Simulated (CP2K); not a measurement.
# C under changes of volume

One of the cells (5.672 Å³/atom); the others are scaled copies at fixed shape and fractional positions:

```xyz
2
Lattice="2.5221 0.0000 0.0000 1.2610 2.1842 0.0000 1.2610 0.7281 2.0593" Properties=species:S:1:pos:R:3 pbc="T T T"
C     3.7831    2.1842    1.5444
C     2.5221    1.4561    1.0296
```

This isn't the form of C at room conditions, which is graphite.

| Quantity | Value |
| --- | --- |
| Program | CP2K 2026.2 |
| Functional | PBEsol |
| Potentials or basis | POTENTIAL_UZH C GTH-PBE-q4; TZVP-MOLOPT-PBE-GTH basis |
| Density cutoff | 6123 eV |
| k mesh | 13 × 13 × 13 |
| Occupations | fermi-dirac, width 0.05 eV |
| Spin | no spin polarisation |

```csv
volume (Å³/atom),energy over the lowest point (meV/atom),pressure (GPa),gap on the mesh (eV)
5.332,32.14,31.2,4.54
5.445,?,?,?
5.558,3.59,9.8,4.44
5.672,0.00,0.5,4.40
5.785,2.69,-8.0,4.35
5.899,11.12,-15.7,4.31
6.012,24.75,-22.7,4.27
```

Question: What does the run at 5.445 Å³/atom give?

Answer: Energy over the lowest point 14.08 meV/atom; pressure 20.0 GPa; gap on the mesh 4.49 eV.

Worked out: A Birch-Murnaghan fit of order 3 (a polynomial in V^(-2/3)) to the other rows has its minimum at 5.68 Å³/atom with B0 = V·E''(V) = 442 GPa and B' = 3.7. It gives 14.09 meV/atom at 5.445 Å³/atom, against the run's 14.08, and -dE/dV = 20.1 GPa, against 20.0. A straight line through the other rows of the gap, of slope -2.25 eV per unit of ln V, gives 4.49 eV, against the run's 4.49.

Energies are extrapolated to zero smearing.

Caveats: the potentials were made for another functional, which shifts forces and pressure; an odd mesh through Γ misses points on the zone boundary, where band edges often lie; the basis of atomic orbitals isn't converged, which shifts pressures, moduli and gaps.
